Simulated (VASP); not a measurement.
# CaSe: single point with PBEsol

**Measured values to compare with.**

From a printed reference work, monograph, original work of 1988, for a bulk crystal of CaSe at 2 K: band gap 3.85 eV (indirect).

The system is CaSe.

```
CELL_PARAMETERS angstrom
0.00000 2.93444 2.93444
2.93444 0.00000 2.93444
2.93444 2.93444 0.00000
ATOMIC_POSITIONS crystal
Ca 0.00000 0.00000 0.00000
Se 0.50000 0.50000 0.50000
```

```
Program                : VASP 6.6.1
Task                   : single point
Functional             : PBEsol
Potentials or basis    : VASP PAW PBE potentials, release 64 (Ca_sv, Se)
Cutoff                 : 520 eV
k mesh                 : 6 × 6 × 6
Occupations            : fermi-dirac, width 0.02 eV
Spin                   : no spin polarisation
Dipole correction      : no
Further INCAR settings : ALGO = Normal; EDIFF = 1e-06; NBANDS = 15
```

- Pressure: 0.2 GPa
- Band gap on the k mesh: 1.87 eV, indirect (least direct gap 2.84 eV)

Levels at points of the mesh, in eV from the valence-band top:
```tsv
k point	band 4	band 5	band 6	band 7	band 8	band 9	band 10	band 11	band 12	band 13
(0.00, 0.00, 0.00)	-20.55	-11.91	0.00	0.00	0.00	3.31	3.64	3.64	3.64	4.26
(0.50, 0.00, 0.00)	-20.56	-11.15	-3.43	-1.27	-1.27	4.42	5.51	5.54	5.54	7.68
(0.50, 0.50, 0.00)	-20.59	-11.30	-2.62	-0.97	-0.97	1.87	5.04	5.07	6.11	6.11
```

Wall time 6.5 s on 1 thread of Intel(R) Xeon(R) Platinum 8488C (Sapphire Rapids) (shared host), peak memory 0.17 GiB.

Measured gap of CaSe: 3.85 eV (indirect; 2 K; a printed reference work, monograph, original work of 1988). This calculation gives 1.87 eV (-1.98 eV). So large a miss can be the level of theory's own, or it may mean another phase, state or a wrong row. Spin-orbit coupling on Se is left out. The value is that of PBEsol on a finite k mesh, which can miss the band edges, without temperature or zero-point motion. Semilocal functionals fall short of measured gaps as a rule.

Caveat: the PAW data sets were made with another functional, which shifts forces and pressure a little.
